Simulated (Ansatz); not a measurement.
# Pt: the cost of one run

Computed with Ansatz 0.2.0 (DFT PBE, scalar-relativistic, plane waves, PAW, unless a step's input says otherwise).

2 further runs of the same task are left out: 1 that didn't finish, 1 set aside as unsound or not needed. Runs told in other sessions of the task aren't counted.

## (1) The system as given

The structure is tetragonal, space group P4/nmm (No. 129). Conventional cell: a = 3.262 Å, b = 3.262 Å, c = 3.112 Å, α = 90.00°, β = 90.00°, γ = 90.00°. Pt (site symmetry 4mm) is surrounded by 4 Pt at 2.36 Å.

Structure file:

```
Pt
1.0
     3.26165    0.00000    0.00000
     0.00000    3.26165    0.00000
     0.00000    0.00000    3.11202
Pt
2
Direct
  0.50000 0.00000 0.41990
  0.00000 0.50000 0.58010
```

The cell is invented: random cell by space group and Wyckoff sites (P4/nmm, No. 129). The dimensions are guesses.

## (2) The guess as it stands, on a coarse mesh

input.yaml

```yaml
crystal:
  lattice:
    - [3.26165072, 0.0, 0.0]
    - [0.0, 3.26165072, 0.0]
    - [0.0, 0.0, 3.11201726]
  atoms:
    - { symbol: Pt, position: [0.5, 0.0, 0.41990097] }
    - { symbol: Pt, position: [0.0, 0.5, 0.58009903] }
basis:
  ecutwfc: 420
kpoints:
  mp_grid: { grid: [6, 6, 6] }
hamiltonian:
  xc: pbe
scf:
  occupations: { method: gaussian, width: 0.1 }
  lower_state_search: "off"
output:
  forces: true
  stress: true
  eigenvalues: true
```

Launch:

```sh
$ ansatz run input.yaml --threads 1 --pin off --max-ram 2560MiB --backend cpu --events-out ev --progress --plain --runs-dir out
```

Q: Estimate wall time and peak memory on 1 thread of Arm Neoverse N1, shared host.

About 2.5 s, with a peak of 0.28 GiB.
